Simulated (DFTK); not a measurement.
# Al (Fm-3m) in DFTK: settings compared, part 2 of 2

DFTK 0.8.2. Earlier steps stand in the parts before.

### 6 Equation of state, PBEsol

Contents of run.jl:

```julia
using DFTK
using PseudoPotentialData
using Unitful, UnitfulAtomic
using LinearAlgebra, Printf
include("save.jl")
disable_threading()

lines     = readlines("POSCAR")
lattice   = austrip(1u"Å") * parse(Float64, lines[2]) * hcat([parse.(Float64, split(l)) for l in lines[3:5]]...)
symbols   = vcat([fill(Symbol(s), parse(Int, n)) for (s, n) in zip(split(lines[6]), split(lines[7]))]...)
positions = [parse.(Float64, split(l)[1:3]) for l in lines[9:8+length(symbols)]]
pseudopotentials = PseudoFamily("dojo.nc.sr.pbesol.v0_4_1.standard.upf")
elements = Dict(s => ElementPsp(s, pseudopotentials) for s in unique(symbols))
atoms    = [elements[s] for s in symbols]

build_model(lattice, positions; symmetries=true) =
    model_DFT(lattice, atoms, positions;
              functionals=PBEsol(),
              temperature=austrip(0.05u"eV"),
              smearing=Smearing.FermiDirac(),
              symmetries)
Ecut  = 20.0  # hartree
kgrid = [11, 11, 11]
tol   = 1e-6
to_GPa = ustrip(uconvert(u"GPa", 1u"hartree/bohr^3"))

results["points"] = []
for scale in [0.94, 0.96, 0.98, 1.0, 1.02, 1.04, 1.06]
    println("\n=== scale = ", scale)
    model = build_model(cbrt(scale) * lattice, positions)
    basis = PlaneWaveBasis(model; Ecut, kgrid)
    t0 = time()
    scfres = self_consistent_field(basis;
                                   tol,
                                   nbandsalg=AdaptiveBands(model; n_bands_converge=6))
    seconds = time() - t0
    @printf "SCF: %d iterations, %.1f s\n" scfres.n_iter seconds
    forces = compute_forces_cart(scfres)
    stress = compute_stresses_cart(scfres)
    @printf "V = %.5f Å^3  F = %.8f Ha  max force = %.5f eV/Å  p = %.4f GPa\n" ustrip(auconvert(u"Å^3", model.unit_cell_volume)) scfres.energies.total ustrip(auconvert(u"eV/Å", maximum(norm, forces))) (-tr(stress) / 3 * to_GPa)
    push!(results["points"], save_scf!(scfres; forces, stress, d=Dict{String,Any}("seconds" => seconds, "n_matvec" => get(scfres, :n_matvec, 0))))
end

# third-order Birch-Murnaghan fit in x = V^(-2/3)
V = [0.94, 0.96, 0.98, 1.0, 1.02, 1.04, 1.06] * abs(det(lattice))
E = [p["total"] for p in results["points"]]
x = V .^ (-2 / 3)
c = [x .^ 0 x x .^ 2 x .^ 3] \ E
Δ = c[3]^2 - 3c[2] * c[4]
if Δ > 0
    x0 = (-c[3] + sqrt(Δ)) / 3c[4]
    B0 = 4 / 9 * x0^(7 / 2) * (2c[3] + 6c[4] * x0)
    @printf "V0 = %.4f Å^3  B0 = %.2f GPa\n" ustrip(auconvert(u"Å^3", x0^(-3 / 2))) B0 * to_GPa
end
```

Contents of POSCAR:

```
Al
1.0
    0.0000000000      2.0248050000      2.0248050000
    2.0248050000      0.0000000000      2.0248050000
    2.0248050000      2.0248050000      0.0000000000
Al
1
Direct
    0.0000000000      0.0000000000      0.0000000000
```

Potentials or basis: dojo.nc.sr.pbesol.v0_4_1.standard.upf (PBEsol).

Run with:

```sh
$ julia --threads=1 run.jl  # save.jl only writes the numbers to a file and isn't shown; printed stress counts tension as positive; times include loading and compiling
```

The log of the run:

```text
=== scale = 0.94
n     Energy            log10(ΔE)   log10(Δρ)   Diag   Δtime
---   ---------------   ---------   ---------   ----   ------
  1   -2.320045068527                   -1.45    4.1    649ms
  2   -2.320232216929       -3.73       -1.84    1.0    482ms
  3   -2.320258006795       -4.59       -3.69    2.2    1.15s
  4   -2.320259283595       -5.89       -4.22    4.6    594ms
  5   -2.320259283891       -9.53       -4.84    1.5    308ms
  6   -2.320259283915      -10.63       -5.82    2.0    334ms
  7   -2.320259283917      -11.65       -6.33    2.8    477ms
SCF: 7 iterations, 4.8 s
V = 15.60657 Å^3  F = -2.32025928 Ha  max force = 0.00000 eV/Å  p = 3.2567 GPa

=== scale = 0.96
n     Energy            log10(ΔE)   log10(Δρ)   Diag   Δtime
---   ---------------   ---------   ---------   ----   ------
  1   -2.320218411307                   -1.46    4.0    1.21s
  2   -2.320403541145       -3.73       -1.84    1.0    253ms
  3   -2.320430520501       -4.57       -3.69    2.1    400ms
  4   -2.320431896670       -5.86       -4.25    4.6    1.20s
  5   -2.320431896923       -9.60       -4.86    1.6    289ms
  6   -2.320431896942      -10.73       -5.76    1.9    318ms
  7   -2.320431896944      -11.76       -6.21    2.5    373ms
SCF: 7 iterations, 4.1 s
V = 15.93862 Å^3  F = -2.32043190 Ha  max force = 0.00000 eV/Å  p = 1.2876 GPa

=== scale = 0.98
n     Energy            log10(ΔE)   log10(Δρ)   Diag   Δtime
---   ---------------   ---------   ---------   ----   ------
  1   -2.320246320461                   -1.46    4.0    458ms
  2   -2.320432715392       -3.73       -1.84    1.0    323ms
  3   -2.320460983779       -4.55       -3.67    2.1    1.01s
  4   -2.320462328916       -5.87       -4.25    4.5    561ms
  5   -2.320462329179       -9.58       -4.86    1.6    293ms
  6   -2.320462329197      -10.75       -5.77    1.8    317ms
  7   -2.320462329199      -11.81       -6.25    2.7    1.14s
SCF: 7 iterations, 4.2 s
V = 16.27068 Å^3  F = -2.32046233 Ha  max force = 0.00000 eV/Å  p = -0.4797 GPa

=== scale = 1.0
n     Energy            log10(ΔE)   log10(Δρ)   Diag   Δtime
---   ---------------   ---------   ---------   ----   ------
  1   -2.320137755768                   -1.46    4.0    473ms
  2   -2.320334549360       -3.71       -1.84    1.0    249ms
  3   -2.320363598828       -4.54       -3.66    2.2    326ms
  4   -2.320365048000       -5.84       -4.22    4.4    1.23s
  5   -2.320365048304       -9.52       -4.83    1.6    283ms
  6   -2.320365048325      -10.69       -5.70    1.7    310ms
  7   -2.320365048326      -11.78       -6.08    2.5    362ms
SCF: 7 iterations, 3.3 s
V = 16.60273 Å^3  F = -2.32036505 Ha  max force = 0.00000 eV/Å  p = -2.0635 GPa

=== scale = 1.02
n     Energy            log10(ΔE)   log10(Δρ)   Diag   Δtime
---   ---------------   ---------   ---------   ----   ------
  1   -2.319921556622                   -1.46    4.0    452ms
  2   -2.320121911607       -3.70       -1.84    1.0    300ms
  3   -2.320152029403       -4.52       -3.66    2.2    982ms
  4   -2.320153493693       -5.83       -4.22    4.4    551ms
  5   -2.320153494003       -9.51       -4.83    1.4    273ms
  6   -2.320153494026      -10.64       -5.70    1.9    324ms
  7   -2.320153494027      -11.84       -6.07    2.4    440ms
SCF: 7 iterations, 4.0 s
V = 16.93479 Å^3  F = -2.32015349 Ha  max force = 0.00000 eV/Å  p = -3.4798 GPa

=== scale = 1.04
n     Energy            log10(ΔE)   log10(Δρ)   Diag   Δtime
---   ---------------   ---------   ---------   ----   ------
  1   -2.319607197832                   -1.46    4.1    1.17s
  2   -2.319808400164       -3.70       -1.84    1.0    247ms
  3   -2.319838428800       -4.52       -3.65    2.2    335ms
  4   -2.319839839421       -5.85       -4.22    4.4    544ms
  5   -2.319839839691       -9.57       -4.80    1.7    372ms
  6   -2.319839839715      -10.62       -5.62    1.9    958ms
  7   -2.319839839717      -11.78       -5.95    2.2    343ms
  8   -2.319839839717      -13.28       -7.01    1.2    261ms
SCF: 8 iterations, 4.3 s
V = 17.26684 Å^3  F = -2.31983984 Ha  max force = 0.00000 eV/Å  p = -4.7438 GPa

=== scale = 1.06
n     Energy            log10(ΔE)   log10(Δρ)   Diag   Δtime
---   ---------------   ---------   ---------   ----   ------
  1   -2.319200150779                   -1.47    3.9    430ms
  2   -2.319402441704       -3.69       -1.84    1.0    296ms
  3   -2.319433848821       -4.50       -3.63    2.1    928ms
  4   -2.319435380778       -5.81       -4.19    4.4    531ms
  5   -2.319435381033       -9.59       -4.78    1.5    268ms
  6   -2.319435381058      -10.60       -5.52    1.9    302ms
  7   -2.319435381060      -11.68       -5.88    2.1    997ms
  8   -2.319435381060      -13.18       -6.92    1.1    247ms
SCF: 8 iterations, 4.1 s
V = 17.59890 Å^3  F = -2.31943538 Ha  max force = 0.00000 eV/Å  p = -5.8683 GPa
V0 = 16.1784 Å^3  B0 = 84.08 GPa
```

It took 83 s on 1 thread of Intel Xeon 6975P-C (Granite Rapids), shared host; peak memory 1.4 GiB.

Results:

```yaml
Equilibrium_volume: 16.18 Å³/atom
Bulk_modulus: 84 GPa
Pressure_derivative_of_the_bulk_modulus: 4.5
```

Energy against volume, from the lowest point:
| volume (Å³/atom) | energy (meV/atom) |
| --- | --- |
| 15.607 | 5.53 |
| 15.939 | 0.83 |
| 16.271 | 0.00 |
| 16.603 | 2.65 |
| 16.935 | 8.40 |
| 17.267 | 16.94 |
| 17.599 | 27.94 |

### 7 Band structure, r2SCAN

Contents of run.jl:

```julia
using DFTK
using PseudoPotentialData
using Unitful, UnitfulAtomic
using LinearAlgebra, Printf
include("save.jl")
disable_threading()

lines     = readlines("POSCAR")
lattice   = austrip(1u"Å") * parse(Float64, lines[2]) * hcat([parse.(Float64, split(l)) for l in lines[3:5]]...)
symbols   = vcat([fill(Symbol(s), parse(Int, n)) for (s, n) in zip(split(lines[6]), split(lines[7]))]...)
positions = [parse.(Float64, split(l)[1:3]) for l in lines[9:8+length(symbols)]]
pseudopotentials = Dict(:Al => "Al.upf")
elements = Dict(s => ElementPsp(s, pseudopotentials; rcut=10.0) for s in unique(symbols))
atoms    = [elements[s] for s in symbols]

build_model(lattice, positions; symmetries=true) =
    model_DFT(lattice, atoms, positions;
              functionals=r2SCAN(),
              temperature=austrip(0.05u"eV"),
              smearing=Smearing.FermiDirac(),
              symmetries)
Ecut  = 45.0  # hartree
kgrid = [10, 10, 10]
tol   = 1e-6
to_GPa = ustrip(uconvert(u"GPa", 1u"hartree/bohr^3"))

model = build_model(lattice, positions)
basis = PlaneWaveBasis(model; Ecut, kgrid)
display(basis)
scfres = self_consistent_field(basis;
                               tol,
                               nbandsalg=AdaptiveBands(model; n_bands_converge=10))
display(scfres.energies)
@printf "Fermi level: %.6f eV\n" ustrip(auconvert(u"eV", something(scfres.εF, NaN)))
forces = compute_forces_cart(scfres)
println("Forces (eV/Å)")
for (s, f) in zip(symbols, forces)
    @printf "%-3s %12.6f %12.6f %12.6f\n" s ustrip.(auconvert.(u"eV/Å", f))...
end
stress = compute_stresses_cart(scfres)
println("Stress (GPa)")
display(round.(stress * to_GPa; digits=4))
println("Levels at the first k-point (eV): ", round.(ustrip.(auconvert.(u"eV", scfres.eigenvalues[1][1:scfres.n_bands_converge])); digits=4))
save_scf!(scfres; forces, stress)

points = Dict("G" => [0.0, 0.0, 0.0], "K" => [0.375, 0.375, 0.75], "L" => [0.5, 0.5, 0.5], "U" => [0.625, 0.25, 0.625], "W" => [0.5, 0.25, 0.75], "X" => [0.5, 0.0, 0.5])
segments = [("G", "X", 7), ("X", "W", 4), ("W", "K", 3), ("K", "G", 7), ("G", "L", 6), ("L", "U", 4), ("U", "W", 3), ("W", "L", 5), ("L", "K", 4), ("U", "X", 3)]
kcoords = vcat([[points[a] + t * (points[b] - points[a]) for t in range(0, 1, n)] for (a, b, n) in segments]...)
bands = compute_bands(scfres, ExplicitKpoints(kcoords); n_bands=12, tol=1e-5)
for (k, ε) in zip(bands.basis.kpoints, bands.eigenvalues)
    @printf "%d %8.4f %8.4f %8.4f " k.spin k.coordinate...
    println(join([@sprintf("%9.4f", e) for e in ustrip.(auconvert.(u"eV", ε .- scfres.εF))]))
end
results["band_energies"] = rows(bands.eigenvalues); results["band_kpoints"] = rows(kcoords)
```

POSCAR is that of step 6.

Potentials or basis: SG15 1.2 (PBE).

Run with:

```sh
$ julia --threads=1 run.jl  # save.jl only writes the numbers to a file and isn't shown; printed stress counts tension as positive; times include loading and compiling
```

The log of the run:

```text
PlaneWaveBasis discretization:

    Ecut                 : 45.0 Ha
    fft_size             : (36, 36, 36), 46656 total points
    kgrid                : MonkhorstPack([10, 10, 10])
    num.   red. kpoints  : 1000
    num. irred. kpoints  : 47

    Discretized Model(mgga_x_r2scan+mgga_c_r2scan, 3D):
        lattice (in Bohr)    : [0         , 3.82633   , 3.82633   ]
                               [3.82633   , 0         , 3.82633   ]
                               [3.82633   , 3.82633   , 0         ]
        unit cell volume     : 112.04 Bohr³

        atoms                : Al
        atom potentials      : ElementPsp(:Al, "Al.upf")

        num. electrons       : 11
        spin polarization    : none
        temperature          : 0.0018375 Ha
        smearing             : DFTK.Smearing.FermiDirac()

        terms                : Kinetic()
[... 15 lines left out ...]
  7   -69.24618844978       -9.56       -5.03       -4.79    2.6    5.01s
  8   -69.24618844979      -10.83       -5.69       -5.44    2.2    4.88s
  9   -69.24618844979      -12.11       -6.23       -5.94    2.5    5.01s
Energy breakdown (in Ha):
    Kinetic             29.5072829
    AtomicLocal         -57.9492552
    AtomicNonlocal      -15.1494756
    Ewald               -36.2467926
    PspCorrection       1.2151663
    Hartree             17.2453581
    Xc                  -7.8682772
    Entropy             -0.0001950

    total               -69.246188449793
Fermi level: 8.092867 eV
Forces (eV/Å)
Al      0.000000     0.000000     0.000000
Stress (GPa)
3×3 StaticArraysCore.SMatrix{3, 3, Float64, 9} with indices SOneTo(3)×SOneTo(3):
 2.4833  0.0     0.0
 0.0     2.4833  0.0
 0.0     0.0     2.4833
Levels at the first k-point (eV): [-99.3824, -58.5373, -58.5373, -58.5373, -3.8751, 21.3125, 21.3125, 21.3125, 23.4019, 23.4019]
1   0.0000   0.0000   0.0000 -107.4753 -66.6301 -66.6301 -66.6301 -11.9680  13.2196  13.2196  13.2196  15.3090  15.3090  15.3090  17.0405
1   0.0833   0.0000   0.0833 -107.4751 -66.6317 -66.6308 -66.6308 -11.6999  11.5526  11.5526  11.6482  14.6454  17.3774  17.3774  17.7272
1   0.1667   0.0000   0.1667 -107.4744 -66.6359 -66.6325 -66.6325 -10.8989   9.4703   9.5742   9.5742  12.9653  13.4433  20.4715  20.4715
1   0.2500   0.0000   0.2500 -107.4734 -66.6417 -66.6348 -66.6348  -9.5742   7.6716   7.9949   7.9949   8.6495  11.8570  22.7543  23.5396
1   0.3333   0.0000   0.3333 -107.4725 -66.6474 -66.6371 -66.6371  -7.7422   4.5322   6.3645   6.8615   6.8615  10.6960  24.3457  26.0288
1   0.4167   0.0000   0.4167 -107.4718 -66.6515 -66.6388 -66.6388  -5.4384   0.8448   5.5750   6.1813   6.1813   9.9592  26.0843  27.8129
[... 38 lines left out ...]
1   0.5625   0.1250   0.5625 -107.4716 -66.6520 -66.6409 -66.6389  -2.9727  -1.5275   2.1030   6.2122   7.5079  12.1268  25.7338  26.5926
1   0.5000   0.0000   0.5000 -107.4716 -66.6530 -66.6394 -66.6394  -3.2481  -1.8080   5.3112   5.9547   5.9547   9.7074  27.0437  28.5808
```

Wall time 1.9 min (1 thread of Intel Xeon 6975P-C (Granite Rapids), shared host); peak memory 1.5 GiB.

Results:

| Quantity | Value |
| --- | --- |
| Free energy | -1884.2848 eV |
| Pressure | -2.5 GPa |
| Band gap on the k mesh | none (metal or under the smearing width) |

Levels at the corners of the path, in eV from the Fermi level:
| point | band 5 | band 6 | band 7 | band 8 | band 9 |
| --- | --- | --- | --- | --- | --- |
| Γ | -11.97 | 13.22 | 13.22 | 13.22 | 15.31 |
| X | -3.25 | -1.81 | 5.31 | 5.95 | 5.95 |
| W | -1.04 | -1.04 | -0.09 | 1.35 | 16.70 |
| K | -2.15 | -1.64 | -0.43 | 6.99 | 8.61 |
| Γ | -11.97 | 13.22 | 13.22 | 13.22 | 15.31 |
| L | -5.09 | -4.68 | 11.96 | 11.96 | 12.36 |
| U | -2.15 | -1.64 | -0.43 | 6.99 | 8.61 |
| W | -1.04 | -1.04 | -0.09 | 1.35 | 16.70 |
| L | -5.09 | -4.68 | 11.96 | 11.96 | 12.36 |
| K | -2.15 | -1.64 | -0.43 | 6.99 | 8.61 |
| U | -2.15 | -1.64 | -0.43 | 6.99 | 8.61 |
| X | -3.25 | -1.81 | 5.31 | 5.95 | 5.95 |

Caveat: the potentials were made for another functional, which shifts forces and pressure.

### 8 For comparison

An earlier run on the cell as given: functional PBEsol; potentials or basis dojo.nc.sr.pbesol.v0_4_1.standard.upf (PBEsol); cutoff 707 eV; k mesh 11 × 11 × 11; occupations fermi-dirac, width 0.05 eV; no spin polarisation.

- Pressure: -2.1 GPa
- Band gap on the k mesh: none (metal or under the smearing width)

### 9 The runs side by side

| task | level | potentials or basis | k mesh | cutoff (eV) | valence electrons | SCF solver | gap on the mesh (eV) | pressure (GPa) |
| --- | --- | --- | --- | --- | --- | --- | --- | --- |
| band structure | BJ06 | SG15 1.2 (PBE) | 11 × 11 × 11 | 1225 | Al 11 | - | none | - |
| band structure | PBEsol | SG15 1.2 (PBE) | 11 × 11 × 11 | 1225 | Al 11 | - | none | -1.7 |
| band structure | LDA | cp2k.nc.sr.lda.v0_1.semicore.gth (LDA, GTH) | 11 × 11 × 11 | 735 | Al 3 | - | none | -4.2 |
| band structure | BJ06 | cp2k.nc.sr.pbe.v0_1.largecore.gth (PBE, GTH) | 11 × 11 × 11 | 952 | Al 3 | ScfAndersonSolver | none | - |
| equation of state | PBEsol | dojo.nc.sr.pbesol.v0_4_1.standard.upf (PBEsol) | 11 × 11 × 11 | 544 | Al 3 | - | - | - |
| band structure | r2SCAN | SG15 1.2 (PBE) | 10 × 10 × 10 | 1225 | Al 11 | - | none | -2.5 |
| single point | PBEsol | dojo.nc.sr.pbesol.v0_4_1.standard.upf (PBEsol) | 11 × 11 × 11 | 707 | Al 3 | - | none | -2.1 |

Alike in all rows: no spin polarisation; cell as given; smearing fermi-dirac 0.05 eV.

Caveats: the potentials were made for another functional, which shifts forces and pressure (some runs); the program leaves the constant c of mgga_x_tb09 at 1, so the potential is Becke-Johnson's (BJ06) and not Tran and Blaha's, with levels but no total energy (some runs); GTH potentials come without recommended cutoffs, and this one wasn't checked for convergence (some runs).

Total energies depend on the potentials used, so only differences within one code and one set of settings carry meaning.

### 10 Comparison with measurements

Step 6. Measured bulk modulus of Al: 76.9 GPa (quoted in “The interpretation of polycrystalline coherent inelastic neutron scattering from aluminium”, 2013, pmc:3831299). This calculation gives 84 GPa (+9.3 %). The fit is for a static lattice scaled at fixed shape and fixed fractional positions. The cell as given is a measured one (16.60 Å³/atom); PBEsol puts the equilibrium volume -2.6 % from it, thermal expansion not counted.
